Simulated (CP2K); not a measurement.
Pt in CP2K: the effect of functional

Pt:

```
Pt
1.0
     2.76067    0.00000    0.00000
    -1.38033    2.39081    0.00000
     0.00000    0.00000    4.79213
Pt
2
Direct
  0.33333 0.66667 0.25000
  0.66667 0.33333 0.75000
```

This isn't the form of Pt at room conditions, which is fcc.

Alike in all runs:

| Item | Value |
| --- | --- |
| Program | CP2K 2026.2 |
| Task | band structure |
| Potentials or basis | POTENTIAL_UZH Pt GTH-PBE-q18; TZVP-MOLOPT-PBE-GTH basis |
| Density cutoff | 9184 eV |
| k mesh | 11 × 11 × 6 |
| Occupations | fermi-dirac, width 0.05 eV |
| Spin | no spin polarisation |

| functional | pressure (GPa) |
| --- | --- |
| PBE | -0.8 |
| LDA | -14.7 |
| PBEsol | -10.5 |
| BEEF-vdW | 4.3 |
| RPBE | 3.0 |
| vdW-DF2 | 23.3 |
| TPSS | ? |

What does the run with functional TPSS give?

Pressure -6.2 GPa.

Caveats: the basis of atomic orbitals isn't converged, which shifts pressures, moduli and gaps; the potentials were made for another functional, which shifts forces and pressure (some runs).
